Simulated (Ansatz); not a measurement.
# CdF2 in Ansatz: the effect of functional

The system is CdF2.

```
CELL_PARAMETERS angstrom
0.00000 2.72945 2.72945
2.72945 0.00000 2.72945
2.72945 2.72945 0.00000
ATOMIC_POSITIONS crystal
Cd 0.00000 0.00000 0.00000
F 0.75000 0.75000 0.75000
F 0.25000 0.25000 0.25000
```

The cell isn't the ideal one: volume scaled by 1.04.

Alike in all runs:

| Property | Result |
| --- | --- |
| Program | Ansatz 0.2.0 |
| Task | single point |
| Potentials or basis | Ansatz PAW |
| k mesh | 9 × 9 × 9 |
| Occupations | fermi-dirac, width 0.05 eV |
| Spin | no spin polarisation |

```tsv
functional	cutoff	gap on the mesh (eV)	pressure (GPa)
LDA	420 eV (not typed: the program's choice for these potentials)	?	?
r2SCAN	500 eV (not typed: the program's choice for these potentials)	3.68	-4.0
PBE	420 eV (not typed: the program's choice for these potentials)	2.99	1.2
```

Problem. What does the run with functional LDA give?

Solution. gap on the mesh 2.70 eV; pressure -9.2 GPa.

Caveats: odd divisions of the mesh miss points on the zone boundary, where band edges often lie, so the gap on the mesh can be too wide; the PAW data sets come from PBE, with cores solved anew for the run's functional, which leaves a small shift of forces and pressure (some runs).

A k mesh can miss the band edges.
